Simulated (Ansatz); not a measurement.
# Sb in Ansatz: the effect of functional

The system is Sb.

```
CELL_PARAMETERS angstrom
0.00000 2.33919 2.33919
2.33919 0.00000 2.33919
2.33919 2.33919 0.00000
ATOMIC_POSITIONS crystal
Sb 0.00000 0.00000 0.00000
```

This isn't the form of Sb at room conditions, which is rhombohedral.

The cell isn't the ideal one: volume scaled by 0.96.

Alike in all runs:

| Quantity | Value |
| --- | --- |
| Program | Ansatz 0.2.0 |
| Task | single point |
| Potentials or basis | Ansatz PAW |
| k mesh | 10 × 10 × 10 |
| Occupations | fermi-dirac, width 0.05 eV |
| Spin | no spin polarisation |

Task: One run gave: pressure 0.2 GPa. Which functional did it use?
A. r2SCAN
B. PBEsol
C. LDA

Result: C.

| functional | cutoff | pressure (GPa) |
| --- | --- | --- |
| LDA | 420 eV (not typed: the program's choice for these potentials) | 0.2 |
| PBEsol | 420 eV (not typed: the program's choice for these potentials) | 1.4 |
| r2SCAN | 500 eV (not typed: the program's choice for these potentials) | 3.8 |

Caveats: the PAW data sets come from PBE, with cores solved anew for the run's functional, which leaves a small shift of forces and pressure.

Runs at the PBE level aren't shown here.
